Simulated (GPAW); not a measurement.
Au in GPAW: the effect of functional

Au, a slab with vacuum:

```xyz
5
Lattice="2.8226 0.0000 0.0000 -1.4113 2.5559 0.0000 0.0000 0.0000 24.7863" Properties=species:S:1:pos:R:3 pbc="T T T"
Au    1.4113    0.8451    7.5000
Au    0.0000    1.7108    9.9466
Au    1.4113    0.8451   12.3932
Au    0.0000    1.7108   14.8398
Au    1.4113    0.8451   17.2863
```

The slab is cut from a database's or a generator's crystal, which needn't be the stable form of the element.

The cell isn't the ideal one: the (0 0 1) slab of Au, cut from the database cell, not relaxed.

Alike in all runs:

| Property | Result |
| --- | --- |
| Program | GPAW 26.7.0 |
| Task | single point |
| Cutoff | 450 eV |
| Basis | pw |
| k mesh | 11 × 11 × 1 |
| Occupations | fermi-dirac, width 0.05 eV |
| Spin | no spin polarisation |

Question: One run gave: largest force 0.14 eV/Å; work function 5.17 eV. Which functional did it use?
A. LDA
B. BEEF-vdW
C. r2SCAN
D. WC
E. RPBE

Answer: C.

| functional | potentials or basis | largest force (eV/Å) | work function (eV) |
| --- | --- | --- | --- |
| LDA | the program's PAW data sets (release 1.2.1) made for this functional | 0.32 | 5.58 |
| PBEsol | PAW data sets generated in the run's folder for this functional | 0.15 | 5.30 |
| RPBE | the program's PAW data sets (release 1.2.1) made for this functional | 0.37 | 4.97 |
| r2SCAN | GPAW PAW data sets (gpaw-data 1.2.1) | 0.14 | 5.17 |
| vdW-DF-cx | GPAW PAW data sets (gpaw-data 1.2.1) | 0.12 | 5.30 |
| BEEF-vdW | GPAW PAW data sets (gpaw-data 1.2.1) | 0.50 | 5.28 |
| revPBE | the program's PAW data sets (release 1.2.1) made for this functional | 0.32 | 5.00 |
| WC | PAW data sets generated in the run's folder for this functional | 0.12 | 5.29 |

Caveats: the PAW data sets were made with another functional, which shifts forces and pressure a little (some runs).

Runs at the PBE level aren't shown here.
